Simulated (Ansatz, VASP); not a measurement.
# LiH in VASP and in Ansatz

```
Li H
1.0
     0.00000    1.96211    1.96211
     1.96211    0.00000    1.96211
     1.96211    1.96211    0.00000
Li H
1 1
Direct
  0.00000 0.00000 0.00000
  0.50000 0.50000 0.50000
```

Alike in both runs: task single point; functional PBE; k mesh 10 × 10 × 10; no spin polarisation.

|  | VASP | Ansatz |
| --- | --- | --- |
| version | VASP 6.6.1 | Ansatz 0.2.0 |
| potentials or method | VASP PAW PBE potentials, release 64 (Li_sv, H) | plane waves, PAW |
| plane-wave cutoff (eV) | 520 | 420 |
| occupations | gaussian, width 0.01 eV | fixed |
| valence electrons in the cell | 4 | 4 |

```tsv
	VASP	Ansatz	Ansatz less VASP
gap on the k mesh at the Fermi level (eV)	2.93	2.93	+0.007
```

 A k mesh can miss the band edges.
